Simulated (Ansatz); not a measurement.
Consider RuO$_{2}$ in the rutile structure (space group P4_2/mnm, No. 136; a = 4.4661 Å, c = 3.0919 Å). Axes: x, y, z lie along a, b, c of the conventional cell.

Calculations: PBEsol (Ansatz, a quantum-chemistry and plane-wave program, PAW, spin-orbit coupling left out).

For the base:

| Property | Value |
|---|---|
| Pressure | 0.0 GPa |

It is then changed as follows: the symmetric strain tensor [-0.0030 -0.0095 0.0127; -0.0095 0.0026 -0.0102; 0.0127 -0.0102 0.0170]; the atoms relax in the strained cell.

Task: What does the calculation give for the largest internal atomic displacement after the change?

Result: The largest internal atomic displacement amounts to 0.023 Å.

Task: What does the calculation give for the pressure after the change?

Result: The pressure (mean of the normal stresses, compression positive) goes from zero to -5.2 GPa.

No phonon test of stability was made. No Hubbard U is applied, and correlation can decide whether such a compound is a metal. The final runs are not spin-polarised.
